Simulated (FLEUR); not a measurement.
Crystal: HgTe (Coloradoite).

```
Hg Te
1.0
     0.00000    3.21450    3.21450
     3.21450    0.00000    3.21450
     3.21450    3.21450    0.00000
Hg Te
1 1
Direct
  0.00000 0.00000 0.00000
  0.75000 0.75000 0.75000
```

```yaml
Program: FLEUR MaX-R8.1 (later development tree)
Task: single point
Functional: PBE
Potentials_or_basis: all-electron
Basis: FLAPW
Kmax: 3.8 1/bohr
k_mesh: 7 × 7 × 7
Occupations: fermi-dirac, width 0.05 eV
Spin: no spin polarisation
Gmax: 11.8 1/bohr
Muffin-tin_radii: Hg 2.3, Te 2.43 bohr
lmax: Hg 9, Te 10
Local_orbitals_a_species: Hg 5, Te 6
Max_iterations: 60
Mixing_factor: 0.05
Mixer: Anderson
Mixer_history: 15
Density_convergence: 1e-05 me/bohr^3
```

On this cell: largest force zero by symmetry; band gap on the k mesh none (metal or under the smearing width).

The same run follows on a disturbed copy (atoms moved at random, drawn with an rms of 0.05 Å):

```
Hg Te
1.0
     0.00000    3.21450    3.21450
     3.21450    0.00000    3.21450
     3.21450    3.21450    0.00000
Hg Te
1 1
Direct
  0.99737 0.00315 0.99558
  0.74873 0.75226 0.74921
```

Question: What changes?

Answer: The energy (extrapolated to zero smearing) moves by +0.4 meV/atom; largest force 0.079 eV/Å; band gap on the k mesh none (metal or under the smearing width).

Forces in eV/Å, atoms in the order of the input:
```
Hg   0.038  0.069  0.009
Te  -0.038 -0.069 -0.009
```
